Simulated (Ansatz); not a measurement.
# Cu3N: LAPW beside PAW, part 2 of 2

The same cell of Cu3N is computed with LAPW, all electrons, PAW on the default files and all-electron PAW on datasets made for the crystal, to set the results side by side.

Ansatz 0.2.0; DFT PBEsol; a database cell (COD). «Crystal datasets» are all-electron PAW datasets made for this crystal.

### 3 PAW on the default files

Contents of input.yaml:

```yaml
crystal:
  lattice:
    - [3.814, 0.0, 0.0]
    - [0.0, 3.814, 0.0]
    - [0.0, 0.0, 3.814]
  atoms:
    - { symbol: Cu, position: [0.5, 0.0, 0.0] }
    - { symbol: Cu, position: [0.0, 0.5, 0.0] }
    - { symbol: Cu, position: [0.0, 0.0, 0.5] }
    - { symbol: "N", position: [0.0, 0.0, 0.0] }
kpoints:
  mp_grid: { grid: [10, 10, 10] }
  band_path:
    path:
      - [0.0, 0.0, 0.0]
      - [0.0, 0.5, 0.0]
      - [0.5, 0.5, 0.0]
      - [0.0, 0.0, 0.0]
      - [0.5, 0.5, 0.5]
      - [0.0, 0.5, 0.0]
      - [0.5, 0.5, 0.5]
      - [0.5, 0.5, 0.0]
    npoints: 14
scf:
  occupations: { method: fermi_dirac, width: 0.08 }
hamiltonian:
  xc: pbesol
  pseudopotentials: { kind: paw }
output:
  forces: true
  stress: true
  eigenvalues: true
  efg: { contact_densities: true }
  populations: true
  bader: true
  dos: { projected: true, de: 0.2, e_range: [-14, 8] }
  write_density: true
  write_potential: true
  elf: true
  volumetric_format: npy
```

On the command line:

```sh
ansatz run input.yaml --threads 1 --pin off --max-ram 4096MiB --backend cpu --events-out ev --progress --plain --runs-dir out
```

Output:

```text
Engine: ansatz 0.2.0
Pseudopotentials: kind: paw
Pseudopotential: Cu, paw, valence charge 19, recommended cutoff 420 eV (normal)
Pseudopotential: N, paw, valence charge 5, recommended cutoff 420 eV (normal)
Functional definition: PBEsol
  exchange = pbesol_x
  correlation = pbesol_c
Crystal: 4 atoms, lattice volume = 55.481 Å³
Basis set: ecut = 420 eV, 1045 PW (Γ), exchange–correlation on 54×54×54 points (8 copies of the dense FFT grid, shifted against one another)
Bands: 38, of which v1, the nominal top of the filled ones, is band 31 counted from 1 (30 counted from 0)
Symmetry: 48 space group operations
Space group: Pm-3m (ITA 221), of the structure as read, at distance tolerance 3.8e-5 Å
k-points: 56 of 1000
Non-local potential: Cu, projectors of the file, l = 0: 3, l = 1: 2, l = 2: 3, l = 3: 1
Non-local potential: N, projectors of the file, l = 0: 2, l = 1: 2, l = 2: 1
PAW form: soft (Blöchl's): semilocal exchange-correlation on the pseudo side does not see the compensation charge
PAW frozen core: Cu, regenerated for the run's functional, and the local potential with it (the file was generated under x = pbe(κ = 0.804, μ = 0.2195149727645171), c = pbe(β = 0.06672455060314922))
PAW frozen core: N, regenerated for the run's functional, and the local potential with it (the file was generated under x = pbe(κ = 0.804, μ = 0.2195149727645171), c = pbe(β = 0.06672455060314922))
PAW one-centre angular grid: Cu, 590 points (default); XC on 64 Gauss nodes
PAW one-centre angular grid: N, 110 points (default); XC on 64 Gauss nodes
Initial density: superposition of atomic densities (neutral atoms: chi_scale 0, normalization atom), corrected by the library's trained network
Initial wavefunctions: pseudopotential atomic-orbital guess
Functional: x = pbesol(κ = 0.804, μ = 0.12345679012345678), c = pbesol(β = 0.046)
SCF iter   1: F=—  HF=-20143.660878 eV  |F-HF|=—  |Δ(HF+E_count)|=         —  Δρ=1.48e-2  dr2=8.34e-2  ethr=1.77e-3  ⟨swp⟩=5.8  Hψ=7492  notcnv=0  defer=20
preconditioner: auto → Kerker (q_TF=auto, 2.779 Å⁻¹)  [metal: Δε(μ)=0.114 eV  Ē_g=9.576 eV  σ=0.080 eV  W_gap=0.31  n_scr=18 (ndim 8)  ℏωp=30.7 eV  f_vac=0.125  D(μ)=0.22/eV (n_scr^D=0)]
SCF iter   2: F=—  HF=-20143.649521 eV  |F-HF|=—  |Δ(HF+E_count)|=   1.14e-2  Δρ=8.37e-3  dr2=2.27e-2  ethr=1.35e-4  ⟨swp⟩=2.0  Hψ=3906  notcnv=0  defer=69
SCF iter   3: F=—  HF=-20143.641893 eV  |F-HF|=—  |Δ(HF+E_count)|=   7.63e-3  Δρ=2.67e-3  dr2=3.84e-3  ethr=3.67e-5  ⟨swp⟩=2.6  Hψ=3797  notcnv=0  defer=69
SCF iter   4: F=—  HF=-20143.641254 eV  |F-HF|=—  |Δ(HF+E_count)|=   6.39e-4  Δρ=8.03e-4  dr2=5.98e-4  ethr=6.19e-6  ⟨swp⟩=1.3  Hψ=2082  notcnv=0  defer=69
SCF iter   5: F=—  HF=-20143.641151 eV  |F-HF|=—  |Δ(HF+E_count)|=   1.02e-4  Δρ=3.52e-4  dr2=8.38e-5  ethr=9.64e-7  ⟨swp⟩=2.2  Hψ=2902  notcnv=0  defer=69
SCF iter   6: F=—  HF=-20143.641156 eV  |F-HF|=—  |Δ(HF+E_count)|=   5.22e-6  Δρ=1.01e-4  dr2=9.66e-6  ethr=1.35e-7  ⟨swp⟩=2.6  Hψ=3107  notcnv=0  defer=69
SCF iter   7: F=—  HF=-20143.641157 eV  |F-HF|=—  |Δ(HF+E_count)|=   7.18e-7  Δρ=7.29e-5  dr2=3.03e-6  ethr=1.56e-8  ⟨swp⟩=1.0  Hψ=2062  notcnv=0  defer=69
SCF iter   8: F=—  HF=-20143.641157 eV  |F-HF|=—  |Δ(HF+E_count)|=   4.77e-7  Δρ=1.86e-5  dr2=1.42e-7  ethr=4.89e-9  ⟨swp⟩=2.0  Hψ=2641  notcnv=0  defer=69
SCF iter   9: F=-20143.641158 eV  HF=-20143.641158 eV  |F-HF|=1.16e-8  |Δ(HF+E_count)|=   1.29e-7  Δρ=6.76e-6  dr2=2.35e-8  ethr=1.61e-10  ⟨swp⟩=11.4  Hψ=13258  notcnv=0
SCF 1 converged in 9 iterations: F = -20143.641158 eV  dr2 = 2.35e-8
NSCF: frozen V_eff on 99 k-points
SCF converged after 9 iterations
Free energy (F): -20143.641158 eV
Harris-Foulkes:  -20143.641158 eV  (|F-HF|=1.16e-8)
Internal energy: -20143.637670 eV  (E = F + TS)
E sigma→0 (E₀):  -20143.639414 eV
Entropy (-TS):   -0.003488 eV (-0.872 meV/atom)
Fermi energy:    11.124428 eV
--- Per-component energies (eV) ---
  E_band       = -1396.044785
  E_kinetic    = 1027.209237
  E_local      = -15447.264925  (includes V_loc(G=0)·N_el)
  E_nonlocal   = 1232.058834
  E_hartree    = 6795.486299
  E_xc         = -322.402996
  E_vxc        = -416.651586  (∫ρ·V_xc dr)
  E_paw        = -5009.791267  (= ΣΔE_a)
  E_vpaw       = -1382.356196  (= ΣTr[D̂ρ^β])
  E_aug_tail   = 0.000865  (compensation charges beyond the density's cutoff)
  E_ewald      = -8419.580422
  E_core_change = 0.646705  (= ΣΔE_core)
  E_smearing   = -0.003488  (= −TS)
  E_closure    = 0.000000  (closes the sum)
  Σ components = -20143.641158   (vs F -20143.641158, Δ=0.00e0)
--- Forces (eV/Å), atoms counted from 1 ---
  atom   1  Cu     0.00000000    -0.00000000     0.00000000
  atom   2  Cu     0.00000000     0.00000000     0.00000000
  atom   3  Cu     0.00000000    -0.00000000     0.00000000
  atom   4  N     -0.00000000     0.00000000     0.00000000
  max |Σ_I F_I| component: 9.41e-29 eV/Å
--- Stress (GPa, compression-positive) ---
       -4.791520       0.000000       0.000000
        0.000000      -4.791520       0.000000
        0.000000       0.000000      -4.791520
  P = ⅓ Tr σ = -4.7915 GPa (-47.915 kbar)
--- PAW observables at the nuclei: V_zz in 10²¹ V/m², potentials from the cell's mean, atoms counted from 1 ---
  atom   1  Cu V_zz =    -4.071871   η = 0.0000   by run symmetry: allowed
            electrostatic potential = -3755.920661 V   contact ρ = 147250.986718 e/Å³
  atom   2  Cu V_zz =    -4.071871   η = 0.0000   by run symmetry: allowed
            electrostatic potential = -3755.920661 V   contact ρ = 147250.986718 e/Å³
  atom   3  Cu V_zz =    -4.071871   η = 0.0000   by run symmetry: allowed
            electrostatic potential = -3755.920661 V   contact ρ = 147250.986718 e/Å³
  atom   4  N  V_zz =    +0.000000   η = 0.0000   by run symmetry: forbidden
            electrostatic potential = -514.314725 V   contact ρ = 1402.449731 e/Å³
--- Band table (eV; the first three rows and the last of 56) ---
  k-point 0: bands = ["-101.2553", "-101.2485", "-101.2485", "-58.9961", "-58.9961", "-58.9961", "-58.6897", "-58.6897", "-58.6897", "-58.6860", "-58.6860", "-58.6860", "-5.8547", "5.7133", "6.1548", "6.1548", "6.1548", "7.1268", "7.1268", "7.1268", "7.5563", "7.5563", "8.4357", "8.4357", "8.6813", "8.6813", "8.6813", "9.2004", "9.2004", "9.2004", "9.2520", "11.9896", "16.2237", "16.2237", "17.5397", "17.5397", "17.5397", "23.1535"]
  k-point 1: bands = ["-101.2551", "-101.2487", "-101.2486", "-58.9961", "-58.9961", "-58.9960", "-58.6899", "-58.6896", "-58.6896", "-58.6861", "-58.6861", "-58.6860", "-5.8172", "5.5487", "6.0179", "6.0440", "6.0440", "7.1373", "7.2368", "7.2368", "7.5638", "7.5990", "8.4367", "8.5941", "8.6703", "8.6820", "8.6820", "9.2004", "9.2270", "9.2274", "9.2274", "12.1057", "15.7091", "16.2833", "17.5878", "17.5878", "18.1218", "22.5458"]
  k-point 2: bands = ["-101.2547", "-101.2492", "-101.2486", "-58.9959", "-58.9959", "-58.9957", "-58.6903", "-58.6895", "-58.6895", "-58.6864", "-58.6864", "-58.6861", "-5.7157", "4.8617", "5.8276", "5.8276", "6.1575", "7.1655", "7.4442", "7.4442", "7.5678", "7.7195", "8.4387", "8.6409", "8.6840", "8.6840", "8.7727", "9.1537", "9.2006", "9.3089", "9.3089", "12.3658", "14.9803", "16.4678", "17.7204", "17.7204", "19.1669", "21.3291"]
  k-point 55: bands = ["-101.2508", "-101.2508", "-101.2508", "-59.0332", "-58.9757", "-58.9757", "-58.7050", "-58.7050", "-58.7050", "-58.6724", "-58.6724", "-58.6724", "-4.5237", "3.1643", "3.1643", "3.1643", "7.4030", "7.9930", "7.9930", "7.9930", "8.0398", "8.0398", "8.0398", "8.8757", "8.8757", "9.1637", "9.1637", "9.1637", "11.0060", "11.0060", "11.0060", "11.7474", "11.7474", "11.7474", "17.0735", "18.9644", "18.9644", "18.9644"]
--- Löwdin populations: 4 sites ---
  site symbol       q [e]
     0     Cu     18.4952
     1     Cu     18.4952
     2     Cu     18.4952
     3      N      6.1734
  spilling = 0.005501 (of n_electrons = 62.000000)
--- Bader charges: 4 sites ---
  site symbol  charge [e]  shift [e]
     0     Cu      0.4316     0.0050
     1     Cu      0.4316     0.0050
     2     Cu      0.4316     0.0050
     3      N     -1.2948     0.0150
  estimated error of the sums over rays = 2.0e-4 e
```

Wall time 53 s (1 thread of Arm Neoverse V1, shared host); peak memory 0.41 GiB.

Result: pressure -4.79 GPa; gap 0.15 eV, indirect from R to M; Vzz Cu1 -4.07 (η = 0.00), N4 0 (by symmetry or below 0.004) (10²¹ V/m²).

```
atom  Bader charge (e)  basin volume (Å³)
 Cu1             +0.43              15.46
  N4             -1.29               9.10
```

Density in a lattice plane of the grid's cell (edges 3.81 and 3.81 Å, at 0.000 of the third edge), which holds Cu and N.

Ten even steps from ' ' (0.05 e/Å³) to '@' (70.12 e/Å³):
```
                  ..::++##++::..                
                    ..::::::..                  
                                                
                                                
                                                
                                                
                                                
::::..                                      ..::
**++::..                                  ..::++
@@##==..                                  ..==##
**++::..                                  ..::++
::::..                                      ..::
                                                
                                                
                                                
                                                
                                                
                    ..::::::..                  
                  ..::++##++::..                
                  ..==##@@##==..                
```
Columns run along the first of these edges and rows up along the second, over one cell in 24 and 20 even steps from the bottom left corner. Atoms in the plane (fractional): Cu at (0.50, 0.00), Cu at (0.00, 0.50), N at (0.00, 0.00).

ELF in the same plane.

Ten even steps from '0' (0.00) to '9' (0.92):
```
135786312368986321368753
667875211245554211257876
888864211222322211246888
776643211122222111234667
332222211111111111222223
111111111111111111111111
222111111111211111111122
654221111111111111112245
986422111111111111122468
997422111111111111122479
986422111111111111122468
654221111111111111112245
222111111111211111111122
111111111111111111111111
332222211111111111222223
776643211122222111234667
888864211222322211246888
667875211245554211257876
135786312368986321368753
014786312479997421368741
```
Columns run along the first of these edges and rows up along the second, over one cell in 24 and 20 even steps from the bottom left corner. Atoms in the plane (fractional): Cu at (0.50, 0.00), Cu at (0.00, 0.50), N at (0.00, 0.00).

Both are smooth fields of the valence electrons: close to the nuclei they are not physical.

Outside the cores ELF peaks at 0.80 in the shell around N, 0.6 Å from N.

### 4 All-electron PAW on datasets made for the crystal

input.yaml: that of step 3 with these lines changed.

```diff
@@ -22,3 +22,3 @@
       - [0.5, 0.5, 0.0]
-    npoints: 14
+    npoints: 8
 scf:
@@ -27,3 +27,3 @@
   xc: pbesol
-  pseudopotentials: { kind: paw }
+  pseudopotentials: { kind: all_electron, datasets: crystal }
 output:
@@ -33,8 +33 @@
   efg: { contact_densities: true }
-  populations: true
-  bader: true
-  dos: { projected: true, de: 0.2, e_range: [-14, 8] }
-  write_density: true
-  write_potential: true
-  elf: true
-  volumetric_format: npy
```

On the command line:

```sh
ansatz run input.yaml --threads 1 --pin off --max-ram 4096MiB --backend cpu --events-out ev --progress --plain --runs-dir out
```

Output, cut to the lines that bear on the results:

```text
[...]
[... 1 set-up line as earlier in the session ...]
Pseudopotential: Cu, paw, valence charge 19, recommended cutoff 460 eV (normal), Koelling and Harmon's equation, gaussian nucleus
Pseudopotential: N, paw, valence charge 5, recommended cutoff 460 eV (normal), Koelling and Harmon's equation, gaussian nucleus
[... 1 set-up line as earlier in the session ...]
[...]
Crystal: 4 atoms, lattice volume = 55.481 Å³
Basis set: ecut = 460 eV, 1237 PW (Γ), exchange–correlation on 54×54×54 points (8 copies of the dense FFT grid, shifted against one another)
Bands: 23, of which v1, the nominal top of the filled ones, is band 19 counted from 1 (18 counted from 0)
[... 2 set-up lines as earlier in the session ...]
k-points: 56 of 1000
[...]
  atom   1  Cu V_zz =    -4.024625   η = 0.0000   by run symmetry: allowed
            electrostatic potential = -3754.421186 V   contact ρ = 147321.340638 e/Å³
  atom   2  Cu V_zz =    -4.024625   η = 0.0000   by run symmetry: allowed
            electrostatic potential = -3754.421186 V   contact ρ = 147321.340639 e/Å³
  atom   3  Cu V_zz =    -4.024625   η = 0.0000   by run symmetry: allowed
            electrostatic potential = -3754.421186 V   contact ρ = 147321.340639 e/Å³
  atom   4  N  V_zz =    -0.000000   η = 0.0000   by run symmetry: forbidden
            electrostatic potential = -513.579789 V   contact ρ = 1402.709438 e/Å³
--- Band table (eV; the first three rows and the last of 56) ---
[... band rows left out ...]
[...]
  guard bands above this table: 0 of the run's 23 bands, where the rule asks 3: the bands that hold charge and the lowest empty level above them stay in the table. A level can be missing at the table's top as with no guard band: raise scf.n_extra_bands
```

Run time: 50 s. Hardware: 1 thread of Arm Neoverse V1, shared host; peak memory 0.73 GiB.

This run gives: pressure -4.83 GPa; gap 0.14 eV, indirect from R to M; Vzz Cu1 -4.02 (η = 0.00), N4 0 (by symmetry or below 0.004) (10²¹ V/m²).

```
atom  contact density (e/Å³)
 Cu1                147321.3
  N4                1402.709
```

### 5 The methods compared

Highest filled and lowest empty level at the labelled points (eV from each run's valence-band top):

```
point  LAPW top  LAPW bottom  PAW top  PAW bottom  crystal datasets top  crystal datasets bottom
    Γ     -1.77         0.99    -1.75        0.98                 -1.77                     0.99
    X     -1.41         1.53    -1.41        1.53                 -1.41                     1.53
    M     -0.69         0.14    -0.69        0.15                 -0.69                     0.14
    Γ     -1.77         0.99    -1.75        0.98                 -1.77                     0.99
    R      0.00         0.73     0.00        0.74                  0.00                     0.73
    X     -1.41         1.53    -1.41        1.53                 -1.41                     1.53
    R      0.00         0.73     0.00        0.74                  0.00                     0.73
    M     -0.69         0.14    -0.69        0.15                 -0.69                     0.14
```

| method | pressure (GPa) | gap (eV) | Vzz Cu1 (10²¹ V/m²) | SCF cycles, by the record's count |
| --- | --- | --- | --- | --- |
| LAPW | -4.83 | 0.14 | – | 11 |
| PAW | -4.79 | 0.15 | -4.07 | 9 |
| crystal datasets | -4.83 | 0.14 | -4.02 | 11 |

### 6 What came out

This closing draws on all 2 parts.

| quantity | value |
| --- | --- |
| pressure | LAPW -4.83, PAW -4.79, crystal datasets -4.83 GPa |
| gap (LAPW) | 0.14 eV, indirect from R to M |
| Bader charges (PAW) | Cu1 +0.43, N4 -1.29 e |
| highest ELF (PAW) | 0.80, 0.57 Å from N |

What this shows: The pressure of -4.8 GPa pushes the cell to shrink, with the atoms held in place. The gap is 0.14 eV, indirect from R to M. It is the Kohn-Sham gap of a semilocal functional, which mostly lies below the gap found in experiment. The top eV of the valence band is mostly Cu 3d (66 % of the projected weight). The projection holds only the free atom's occupied shells (Cu 4s, Cu 3d, N 2s, N 2p in this range). The field gradient at Cu1, the largest by crystal datasets, is -4.07 by PAW and -4.02 by crystal datasets (10²¹ V/m²), within 5 %. PAW lies +0.04 GPa from LAPW in pressure and +0.01 eV in the gap. LAPW took about 2.3 times as long as PAW (2 min against 53 s, on a shared host and with the outputs that each input asks for).
